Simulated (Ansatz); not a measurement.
The system is TePt.

```
Te Pt
1.0
     0.00000    2.87303    2.87303
     2.87303    0.00000    2.87303
     2.87303    2.87303    0.00000
Te Pt
1 1
Direct
  0.75000 0.75000 0.75000
  0.00000 0.00000 0.00000
```

The cell was built by a generator and needn't be a form met in nature.

- Program: Ansatz 0.2.0
- Task: relaxation of cell and atoms
- Functional: HSEsol
- Potentials or basis: Ansatz PAW
- Cutoff: 420 eV (not typed: the program's choice for these potentials)
- k mesh: 4 × 4 × 4
- Occupations: fermi-dirac, width 0.05 eV
- Spin: no spin polarisation

At the start: volume 23.71 Å³/atom.

Problem. Where does the relaxation end?

Solution. It ends after 7 steps and the volume is 25.76 Å³/atom (+8.6 %); space group F-43m (No. 216, to 0.05 Å).

The path:
```
step  energy change (eV)  largest force (eV/Å)  volume (Å³)
   1              0.0000                0.0000        47.43
   2             -0.0695                0.0000        54.71
   3             -0.1273                0.0000        52.06
   4             -0.1294                0.0000        51.54
   5             -0.1305                0.0000        51.54
   6             -0.1305                0.0000        51.51
   7             -0.1305                0.0000        51.51
```

Final structure:
```cif
data_structure
_symmetry_space_group_name_H-M 'P 1'
_symmetry_Int_Tables_number 1
_cell_length_a 4.1765
_cell_length_b 4.1765
_cell_length_c 4.1765
_cell_angle_alpha 60.000
_cell_angle_beta 60.000
_cell_angle_gamma 60.000
_cell_volume 51.51
loop_
_atom_site_label
_atom_site_type_symbol
_atom_site_fract_x
_atom_site_fract_y
_atom_site_fract_z
_atom_site_occupancy
Te1 Te 0.75000 0.75000 0.75000 1
Pt1 Pt 0.00000 0.00000 0.00000 1
```

Caveat: the k mesh is coarse (spacing up to 0.47 Å⁻¹), so the values aren't converged, least of all with exact exchange; the plane-wave basis is chosen anew once the cell has moved, so the energies of steps on either side of that aren't comparable; the PAW data sets come from PBE, with cores solved anew for the run's functional, which leaves a small shift of forces and pressure.
